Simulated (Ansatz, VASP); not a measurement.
# One calculation of TiSi2, two programs

```
CELL_PARAMETERS angstrom
0.00000 4.11752 4.26290
2.38951 0.00000 4.26290
2.38951 4.11752 0.00000
ATOMIC_POSITIONS crystal
Ti 0.75000 0.75000 0.75000
Ti 0.50000 0.50000 0.50000
Si 0.41257 0.08743 0.41257
Si 0.08743 0.41257 0.08743
Si 0.16257 0.83743 0.16257
Si 0.83743 0.16257 0.83743
```

The cell is a database's computed one.

Alike in both runs: task single point; functional PBE; k mesh 7 × 7 × 7; occupations gaussian, width 0.012 eV; no spin polarisation.

|  | VASP | Ansatz |
| --- | --- | --- |
| version | VASP 6.6.1 | Ansatz 0.2.0 |
| potentials or method | VASP PAW PBE potentials, release 64 (Ti_sv, Si) | Ansatz PAW |
| plane-wave cutoff (eV) | 520 | 420 |
| valence electrons in the cell | 40 | 40 |

```tsv
	VASP	Ansatz	Ansatz less VASP
gap on the k mesh at the Fermi level (eV)	none	none	-
pressure (GPa)	2.0	2.1	+0.01
largest component of the traceless stress (GPa)	1.25	1.25	+0.002
rms of the force components (eV/Å)	0.005	0.006	+0.0003
```

Atom by atom the forces differ by 0.000 eV/Å (rms over components). A gap of «none» marks a metal or a gap that the smearing closes.
